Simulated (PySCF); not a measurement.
Compound: N,N-dimethylacetamide, C4H9NO.
Bonds: C1–C2, C2–O3 (double), C2–N4, N4–C5, N4–C6. Hydrogens: H7, H8, H9 on C1; H10, H11, H12 on C5; H13, H14, H15 on C6.

The calculation used PBE0-D3(BJ)/def2-SVP geometry optimisation, gas phase in PySCF.

Task: Give the optimised bond lengths and angles.

Result: 
```json
{"bond": "C1–C2", "length (Å)": "1.515"}
{"bond": "C2=O3", "length (Å)": "1.217"}
{"bond": "C2–N4", "length (Å)": "1.372"}
{"bond": "N4–C5, N4–C6", "length (Å)": "1.439"}
{"bond": "C1–H7, C1–H8, C1–H9", "length (Å)": "1.099"}
{"bond": "C5–H10 and 3 like bonds", "length (Å)": "1.105"}
{"bond": "C5–H11, C6–H13", "length (Å)": "1.095"}
```

Bonds in one row agree within 0.01 Å and their mean is given. A selection of angles:
```json
{"angle": "C2–C1–H7", "degrees": "112.1"}
{"angle": "C2–C1–H8", "degrees": "107.0"}
{"angle": "H7–C1–H8", "degrees": "109.0"}
{"angle": "H7–C1–H9", "degrees": "108.0"}
{"angle": "C1–C2–O3", "degrees": "120.7"}
{"angle": "C1–C2–N4", "degrees": "117.4"}
{"angle": "O3–C2–N4", "degrees": "121.9"}
{"angle": "C2–N4–C5", "degrees": "125.3"}
{"angle": "C2–N4–C6", "degrees": "118.8"}
{"angle": "C5–N4–C6", "degrees": "115.9"}
{"angle": "N4–C5–H10", "degrees": "110.7"}
{"angle": "H10–C5–H11", "degrees": "107.8"}
{"angle": "N4–C6–H13", "degrees": "108.2"}
{"angle": "H13–C6–H14", "degrees": "109.3"}
```

Torsions: C1–C2–N4–C5 1° (synperiplanar). The mirror-image conformer, all signs reversed, is as good.

N4 (amide nitrogen) is planar (angles 125.3°, 118.8° and 115.9°, sum 360.0°, 0.01 Å off the plane of its three neighbours). The C–N distances run from 1.372 Å (C2–N4, drawn single) to 1.441 Å (N4–C6, drawn single), a spread of 0.069 Å. Of the pairs four or more bonds apart, O3···H13 is among the closest relative to their van der Waals radii: 2.22 Å, 82 % of the sum of Bondi's values. The 6 heavy atoms lie in one plane (0.005 Å rms).

Point group: near Cs, missed by 0.15 Å at most; the miss may be what the optimiser left on a soft mode. Stationary, but not proved a minimum.
